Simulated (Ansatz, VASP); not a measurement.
# AlN: VASP beside Ansatz

INCAR

```
ALGO = Normal
EDIFF = 1E-6
ENCUT = 520
GGA = PE
ISIF = 2
ISMEAR = 0
LASPH = True
LCHARG = True
LELF = True
LREAL = False
LVHAR = True
LWAVE = False
NBANDS = 11
NELM = 80
PREC = Accurate
SIGMA = 0.01
```

KPOINTS

```
k-points
0
Gamma
  10 10 10
```

POSCAR

```
AlN
1.0
    0.0000000000      2.1848764836      2.1848764836
    2.1848764836      0.0000000000      2.1848764836
    2.1848764836      2.1848764836      0.0000000000
Al N
1 1
Direct
    0.0000000000      0.0000000000      0.0000000000
    0.7500000000      0.7500000000      0.7500000000
```

Input for Ansatz:

```yaml
crystal:
  lattice:
    - [0.0, 2.1848764836, 2.1848764836]
    - [2.1848764836, 0.0, 2.1848764836]
    - [2.1848764836, 2.1848764836, 0.0]
  atoms:
    - { symbol: Al, position: [0.0, 0.0, 0.0] }
    - { symbol: "N", position: [0.75, 0.75, 0.75] }
kpoints:
  mp_grid: { grid: [10, 10, 10] }
  band_path:
    path:
      - [0.0, 0.0, 0.0]
      - [-0.5, -0.5, 0.0]
      - [-0.375, -0.375, 0.25]
      - [-0.375, 0.0, 0.375]
      - [0.0, 0.0, 0.5]
      - [-0.5, -0.25, 0.25]
      - [0.0, 0.5, 0.5]
    npoints: 1
hamiltonian:
  xc: pbe
scf:
  occupations: { method: fixed }
  n_extra_bands: 4
output:
  forces: true
  stress: true
  eigenvalues: true
```

Alike in both runs: task single point; functional PBE; k mesh 10 × 10 × 10; no spin polarisation.

|  | VASP | Ansatz |
| --- | --- | --- |
| version | VASP 6.6.1 | Ansatz 0.2.0 |
| potentials or method | VASP PAW PBE potentials, release 64 (Al, N) | plane waves, PAW |
| plane-wave cutoff (eV) | 520 | 420 |
| occupations | gaussian, width 0.01 eV | fixed |
| valence electrons in the cell | 8 | 8 |

|  | VASP | Ansatz | Ansatz less VASP |
| --- | --- | --- | --- |
| gap on the k mesh at the Fermi level (eV) | 3.32 | 3.33 | +0.008 |
| pressure (GPa) | 4.3 | 4.6 | +0.28 |

A k mesh can miss the band edges.
